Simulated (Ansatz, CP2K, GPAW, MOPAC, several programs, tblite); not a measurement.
## SnSe2 (CdCl2 type) from semi-empirical methods to plane-wave DFT

SnSe2 (CdCl2 type), relaxed with r2SCAN+rVV10 in Ansatz, was computed with several methods. The symmetry is R-3m (No. 166, trigonal); a = 3.825 Å, c = 19.005 Å in the conventional setting, 26.75 Å³ an atom. Sn has 6 Se at 2.71 Å; Se has 3 Sn at 2.71 Å. The calculation is spin-unpolarised, and the structure need not be a phase that has been made.

```
Sn Se
1.0
     1.91229    1.10406    6.33509
    -1.91229    1.10406    6.33509
     0.00000   -2.20812    6.33509
Sn Se
1 2
Direct
  0.00000 0.00000 0.00000
  0.25056 0.25056 0.25056
  0.74944 0.74944 0.74944
```

Gaps and times are for a single point on this cell; volume and bulk modulus come from each method's own relaxation or energy curve at fixed shape, which is too stiff where a cell has free coordinates or axes. Times are rough, from shared hosts (Arm Neoverse V2), and each method has its own mesh and cell size. A double dagger marks a value from a curve with shape and coordinates held. PM6 (MOPAC), PM7 (MOPAC), GFN1-xTB (tblite), GFN2-xTB (tblite) treat a cluster of cells at its zone centre, which samples few k points: where these miss a band edge, the gap comes out too large for that reason alone. Gaps from k meshes are read at a limited set of points (mesh, symmetry points, PBE's band edges), so each method's own least gap may be somewhat smaller. xTB and the PM methods were fitted mostly to molecules, and can miss a solid's gap by electronvolts. Minimal bases can be far off for gaps. Curves at held shape can't give the bulk modulus of a layered or molecular crystal, so none is listed. GLLB-SC's gap includes the derivative discontinuity. d marks a direct gap, i an indirect one (no mark: not told apart), a dash a value that wasn't computed or didn't pass its checks.

```
                              method              kind  gap (eV)  own volume (Å³/atom)  bulk modulus (GPa)  atoms computed  processor time
light PBE (260 eV and a coarse mesh)  light plane-wave    0.29 i                     –                   –               3           1.3 s
                         PM7 (MOPAC)    semi-empirical      4.31                25.47‡                   –              81           2.6 s
                         PM6 (MOPAC)    semi-empirical      4.15                     –                   –              81           2.9 s
                   GFN1-xTB (tblite)     tight binding      1.38                24.52‡                   –              81           3.3 s
              PBE/single zeta (GPAW)       small basis    0.64 i                     –                   –               3           5.9 s
                                 PBE         semilocal    0.30 i                     –                   –               3           6.9 s
                      PBE/SZV (CP2K)       small basis    0.80 i                     –                   –               3            11 s
                   GFN2-xTB (tblite)     tight binding      0.50                     –                   –              81            16 s
                              r2SCAN         semilocal    0.58 i                     –                   –               3            16 s
                     PBE/DZVP (CP2K)       small basis    0.28 i                28.55‡                   –               3            24 s
                      GLLB-SC (GPAW)   model potential      0.91                     –                   –               3            64 s
```

Against r2SCAN (0.58 eV) and with closed or daggered gaps left aside, the nearest gap at the points sampled is that of PBE/single zeta (GPAW) (+0.06 eV) and the farthest that of PM7 (MOPAC) (+3.73 eV). r2SCAN is only a yardstick of convenience: semilocal gaps usually lie below measured ones, which GLLB-SC and hybrids aim to mend.

Spin-orbit coupling is left out, which matters wherever the heavy atoms make up the band edges.
